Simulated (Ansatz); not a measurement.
Base system: BaSnO$_{3}$ in the cubic perovskite structure (space group Pm-3m, No. 221; a = 4.122 Å). Axes: x, y, z lie along the cube axes.

All numbers come from PBEsol (Ansatz, a quantum-chemistry and plane-wave program), without spin-orbit coupling.

For the base:

| Quantity | Result |
|---|---|
| Electron mass | 0.16 mₑ (at Γ) |
| Band gap | 0.86 eV |

Perturbation: uniaxial strain ε_yy = +2.16 %, all other strain components held at zero, atoms relaxed at fixed cell.

Task: What happens to the electron mass?

Result: The electron mass becomes 0.14 mₑ (at Γ) (base: 0.16 mₑ (at Γ)).

Task: Predict the new band gap.

Result: The band gap drops by 0.274 eV to 0.58 eV.

Task: What does the calculation give for the stress after the change?

Result: The stress (xx, yy, zz, yz, xz, xy; compression positive) comes out as (-1.71, -5.48, -1.71, 0.00, 0.00, 0.00) GPa.

Masses are band curvatures over ±0.01 Å⁻¹ around the edge. Whether these cells are dynamically stable was not tested.
